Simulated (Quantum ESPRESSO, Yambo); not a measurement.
# Quasiparticle gap of CdS (Hawleyite) in Yambo, part 2 of 3

How does a plane-wave GW calculation on CdS (Hawleyite) run from the first input to the gap?

Quantum ESPRESSO 7.5 and Yambo 5.3.0; PBE and many-body steps on it, plane waves. Known limits of the many-body steps: not at the basis limit; no spin-orbit coupling; coarse k mesh.

So far. Step 2 (Ground state): The gap is direct, at Γ. Step 3 (Bands along the symmetry lines): The gap is 1.052 eV, as in the run before at this level.

**4. Empty states on the mesh, 4×4×4 mesh, 623 bands**

Level of this step: DFT, PBE, plane waves, norm-conserving pseudopotentials (Quantum ESPRESSO).

The sums over transitions need many empty states on a uniform mesh; this step solves for them.

pw.in

```
&control
  calculation = 'nscf'
  prefix = 'x'
  outdir = 'o'
  pseudo_dir = 'pseudo'
/
&system
  ibrav = 0
  nat = 2
  ntyp = 2
  ecutwfc = 94.0
  nbnd = 623
  force_symmorphic = .true.
/
&electrons
  conv_thr = 1e-9
  electron_maxstep = 80
  diago_full_acc = .true.
  diago_thr_init = 5e-6
/
ATOMIC_SPECIES
  Cd 112.41 Cd.upf
  S 32.06 S.upf
CELL_PARAMETERS angstrom
  -0.0000000000 2.9582000000 2.9582000000
  2.9582000000 -0.0000000000 2.9582000000
  2.9582000000 2.9582000000 -0.0000000000
ATOMIC_POSITIONS crystal
  Cd 0.0000000000 0.0000000000 0.0000000000
  S 0.2500000000 0.2500000000 0.2500000000
K_POINTS automatic
  4 4 4 0 0 0
```

Launch:

```
$ OMP_NUM_THREADS=1 mpirun -n 4 pw.x -nk 4 -in pw.in > pw.out
```

The program printed:

```text
[banner, memory and clock lines left out]
Program PWSCF v.7.5 starts

     Atomic positions and unit cell read from directory:
     o/x.save/

     Message from routine setup:
     using ibrav=0 with symmetry is DISCOURAGED, use correct ibrav instead

     G-vector sticks info

     bravais-lattice index     =            0
     lattice parameter (alat)  =       7.9057  a.u.
     unit-cell volume          =     349.3890 (a.u.)^3
     number of atoms/cell      =            2
     number of atomic types    =            2
     number of electrons       =        26.00
     number of Kohn-Sham states=          623
     kinetic-energy cutoff     =      94.0000  Ry
     charge density cutoff     =     376.0000  Ry
     Exchange-correlation= PBE
                           (   1   4   3   4   0   0   0)

     celldm(1)=   7.905719  celldm(2)=   0.000000  celldm(3)=   0.000000
     celldm(4)=   0.000000  celldm(5)=   0.000000  celldm(6)=   0.000000

     crystal axes: (cart. coord. in units of alat)
               a(1) = (  -0.000000   0.707107   0.707107 )
               a(2) = (   0.707107  -0.000000   0.707107 )
               a(3) = (   0.707107   0.707107  -0.000000 )

     reciprocal axes: (cart. coord. in units 2 pi/alat)
               b(1) = ( -0.707107  0.707107  0.707107 )
               b(2) = (  0.707107 -0.707107  0.707107 )
               b(3) = (  0.707107  0.707107 -0.707107 )
     Pseudo is Norm-conserving + core correction, Zval = 20.0
     Generated using ONCVPSP code by D. R. Hamann
     Using radial grid of 1368 points,  6 beta functions with:
     Pseudo is Norm-conserving + core correction, Zval =  6.0
     Generated using ONCVPSP code by D. R. Hamann
     Using radial grid of 1146 points,  6 beta functions with:
     Cd               20.00   112.41000     Cd( 1.00)
     S                 6.00    32.06000     S ( 1.00)

     24 Sym. Ops. (no inversion) found

   Cartesian axes

     site n.     atom                  positions (alat units)
         1        Cd     tau(   1) = (   0.0000000   0.0000000   0.0000000  )
         2        S      tau(   2) = (   0.3535534   0.3535534   0.3535534  )

     number of k points=     8
                       cart. coord. in units 2pi/alat
        k(    1) = (   0.0000000   0.0000000   0.0000000), wk =   0.0312500
        k(    2) = (   0.1767767   0.1767767  -0.1767767), wk =   0.2500000
        k(    3) = (  -0.3535534  -0.3535534   0.3535534), wk =   0.1250000
[...]
k(    7) = (  -0.7071068   0.0000000   0.0000000), wk =   0.0937500
        k(    8) = (  -0.7071068   0.3535534   0.0000000), wk =   0.1875000

     Dense  grid:    43143 G-vectors     FFT dimensions: (  50,  50,  50)

     The potential is recalculated from file :
     o/x.save/charge-density

     Starting wfcs are   14 randomized atomic wfcs +  609 random wfcs

     Band Structure Calculation

     End of band structure calculation

          k = 0.0000 0.0000 0.0000 (  5329 PWs)   bands (ev):

   -94.8936 -55.9566 -55.9566 -55.9566  -5.7203  -1.1874  -1.1874  -1.1874
    -0.7645  -0.7645   6.3926   6.3926   6.3926   7.4443  12.9289  12.9289
    12.9289  17.6051  17.7127  17.7127  19.5739  19.5739  19.5739  21.7677
[...]
[... 66 further rows ...]
[...]
292.9644 295.8807 295.8807 295.8807 296.7718 296.7718 299.3146

          k = 0.1768 0.1768-0.1768 (  5357 PWs)   bands (ev):

[...]
[... 66 further rows ...]
[...]
296.1590 296.1590 296.2359 296.6350 296.6350 296.7823 297.1252

          k =-0.3536-0.3536 0.3536 (  5396 PWs)   bands (ev):

[...]
63.8868  65.6122  65.7160  65.7160  66.1049  66.1049  67.1490  67.7629
     [... 66 further rows ...]
   292.5554 292.5554 292.5858 292.5858 293.8831 293.8831 294.0447 294.5002
   294.5002 294.7151 294.7454 294.7783 294.7783 295.2264 296.1915

          k = 0.3536 0.0000 0.0000 (  5353 PWs)   bands (ev):

     [... further k-points ...]

     highest occupied, lowest unoccupied level (ev):     6.3926    7.4443

     XML data file, pseudopotentials, collected wavefunctions
```

It took 2.1 min on 4 MPI ranks of Intel Xeon Platinum 8259CL at 2.50GHz (Skylake/Cascade Lake), shared host; peak memory 1.6 GiB.

This step gave:

```
gap                                                           : 1.052 eV
k of the valence top                                          : 0, 0, 0
k of the conduction bottom                                    : 0, 0, 0
least direct gap                                              : 1.052 eV
k points computed                                             : 8
lowest point of the top converged band, above the valence top : 287.4567 eV
```

On this mesh the gap is 1.052 eV.

**5. Conversion and set-up**

This step: Yambo 5.3.0; conversion and set-up on PBE, plane waves, norm-conserving pseudopotentials.

The states are converted to the many-body program's format and the q mesh is built.

Launch:

```
$ (cd o/x.save; p2y > p2y.log; mv SAVE ../..); yambo > setup.log
```

The program printed:

```text
 Yambo, version 5.3.0

 [02] CORE Variables Setup
 =========================

  [02.01] Unit cells
  ==================

  Cell kind             :  FCC
  Atoms in the cell     :  Cd  S
  number of Cd atoms    :  1
  number of S  atoms    :  1

  List of atomic masses
  Mass of Cd    :  112.4100
  Mass of S     :  32.06000

  List of atomic coordinates    : [cc]
  Cd1       :  0.000000  0.000000  0.000000  order 1
  S1       :  2.795094  2.795094  2.795094  order 2

  Alat factors          :  5.590188  5.590188  5.590188 [a.u.]
  Direct lattice volume :  349.3890 [a.u.]
  Direct lattice vectors:  A[ 1 ]  A[ 2 ]  A[ 3 ]
   A[ 1 ]: -0.000000  1.000000  1.000000  [iru]
  -0.000000  5.590188  5.590188  [cc]
   A[ 2 ]:  1.000000 -0.000000  1.000000  [iru]
   5.590188 -0.000000  5.590188  [cc]
   A[ 3 ]:  1.000000  1.000000 -0.000000  [iru]
   5.590188  5.590188 -0.000000  [cc]

  Recip. lattice volume :  0.709954 [a.u.]
  Recip. lattice vectors:  B[ 1 ]  B[ 2 ]  B[ 3 ]
   B[ 1 ]: -0.500000  0.500000  0.500000  [iku]
  -0.561983  0.561983  0.561983  [cc]
   B[ 2 ]:  0.500000 -0.500000  0.500000  [iku]
   0.561983 -0.561983  0.561983  [cc]
   B[ 3 ]:  0.500000  0.500000 -0.500000  [iku]
   0.561983  0.561983 -0.561983  [cc]

  [02.02] Symmetries
  ==================

  Inversion symmetry    : yes
  Spatial inversion     : no
  Inversion index       :  25
  K-space Time-reversal : yes
  Magnetic symmetries   : no
  Time-reversal derived K-space symmetries:   25   48
  Group table correct   : yes
  Symmetries units      :  [cc]

   [S  1]:   1.0000      0.32039E-16  0.32039E-16  0.32039E-16   1.0000     -0.32039E-16 -0.32039E-16 -0.32039E-16   1.0000
   [S  2]:  -1.0000     -0.32039E-16  0.32039E-16 -0.32039E-16  -1.0000     -0.32039E-16  0.32039E-16  0.32039E-16   1.0000
   [S  3]:  -1.0000      0.32039E-16 -0.32039E-16 -0.32039E-16   1.0000      0.32039E-16  0.32039E-16 -0.32039E-16  -1.0000
[...]
[S  9]:  0.32039E-16   1.0000      0.32039E-16 -0.32039E-16  0.32039E-16   1.0000       1.0000     -0.32039E-16 -0.32039E-16
   [S 10]:  0.32039E-16  -1.0000     -0.32039E-16 -0.32039E-16 -0.32039E-16  -1.0000       1.0000      0.32039E-16  0.32039E-16
     [... 36 further rows ...]
   [S*47]:   1.0000      0.32039E-16 -0.32039E-16  0.32039E-16 -0.32039E-16  -1.0000     -0.32039E-16   1.0000      0.32039E-16
   [S*48]:   1.0000     -0.32039E-16  0.32039E-16  0.32039E-16  0.32039E-16   1.0000     -0.32039E-16  -1.0000     -0.32039E-16

  [02.03] Reciprocal space
  ========================

  nG shells         :   399
  nG charge         :   43143
  nG WFs            :   6399
  nC WFs            :   5410
  G-vecs. in first 39 shells:  [ Number ]
     1    9   15   27   51   59   65   89  113
    137   169   181   229   259   283   307   331   339
    387   411   459   531   537   561   609   645   701
[...]
1139  1211  1243
  ...
[...]
K/Q-points units:
  rlu = crystal or reduced units; cc = cartesian coordinates; iku = interal k-units

  K [1]          [rlu]:  0.000000  0.000000  0.000000
         WF components:   5329
  K [2]          [rlu]:  0.70443E-17 -0.68335E-17  0.25000
         WF components:   5357
  K [3]          [rlu]: -0.14089E-16  0.13667E-16 -0.50000
         WF components:   5396
  K [4]          [rlu]:  0.27530E-17  0.25000      0.25000
         WF components:   5353
  K [5]          [rlu]: -0.19500E-16  0.25000     -0.50000
         WF components:   5369
  [... 2 further k-points ...]
  K [8]          [rlu]:  0.250000 -0.500000 -0.250000
         WF components:   5400

  [02.05] Energies & Occupations
  ==============================

  [X] === General ===
  [X] Electronic Temperature                        :  0.000000  0.000000 [eV K]
  [X] Bosonic    Temperature                        :  0.000000  0.000000 [eV K]
  [X] Finite Temperature mode                       : no
  [X] El. density                                   :  0.50218E+24 [cm-3]
  [X] Fermi Level                                   :  6.392592 [eV]

  [X] === Gaps and Widths ===
  [X] Conduction Band Min                           :  1.051727 [eV]
  [X] Valence Band Max                              :  0.000000 [eV]
  [X] Filled Bands                                  :  13
  [X] Empty Bands                                   :    14   623
  [X] Direct Gap                                    :  1.051727 [eV]
  [X] Direct Gap localized at k                     :  1
  [X] Indirect Gap                                  :  1.051727 [eV]
  [X] Indirect Gap between kpts                     :  1  1
  [X] Last valence band width                       :  2.037138 [eV]
  [X] 1st conduction band width                     :  4.188151 [eV]

  E @ K [1]:  [eV]
  -101.2862  -62.3491  -62.3491  -62.3491  -12.1129   -7.5799   -7.5799   -7.5799
   -7.1571      -7.1571     -0.23187E-12 -0.23187E-12   0.0000       1.0517       6.5363       6.5363
    6.53629  11.21246  11.32010  11.32010  13.18130  13.18130  13.18130  15.37508
[...]
occ @ K [1]
[...]
E @ K [2]:  [eV]
[...]
occ @ K [2]
[...]
E @ K [3]:  [eV]
[...]
occ @ K [3]
[...]
E @ K [4]:  [eV]
[...]
occ @ K [4]
[...]
E @ K [5]:  [eV]
[...]
occ @ K [5]
[...]
[... 2 further k-points ...]
  E @ K [8]:  [eV]
[...]
occ @ K [8]
[...]
0.000000  0.000000  0.000000  0.000000  0.000000  0.000000  0.000000  0.000000
   0.000000  0.000000  0.000000  0.000000  0.000000  0.000000  0.000000  0.000000

 [03] Transferred momenta grid and indexing
 ==========================================

 IBZ Q-points                                      :   8
 BZ  Q-points                                      :   64

 K/Q-points units:
 rlu = crystal or reduced units; cc = cartesian coordinates; iku = interal k-units

 Q [1]          [rlu]:  0.000000  0.000000  0.000000
 Q [2]          [rlu]:  0.70443E-17 -0.68335E-17  0.25000
 Q [3]          [rlu]: -0.14089E-16  0.13667E-16 -0.50000
[...]
Q [7]          [rlu]: -0.55061E-17 -0.50000     -0.50000
 Q [8]          [rlu]:  0.250000 -0.500000 -0.250000

  [03.01] X indexes
  =================

   [03.01.01] Sigma indexes
   ========================

 [06] Game Over & Game summary
```

Wall time 4.6 s (1 MPI rank); peak memory 0.26 GiB.

(Part 2 of 3 ends here.)

[Paths, hosts, dates, memory and timing lines, banners, echoed tables and standing remarks are left out of the program output.]

[Logs are printed without paths, hosts, clocks, repeated set-up lines and the standing remarks that a program may print on its own settings, such as how far it seeks lower states.]

[Runs of the session that timed out or met a known fault of the program may be left out.]

[Hosts, paths, dates, database ids (printed as entryN), source tags and the programs' standing remarks are cut or masked in the printed files.]
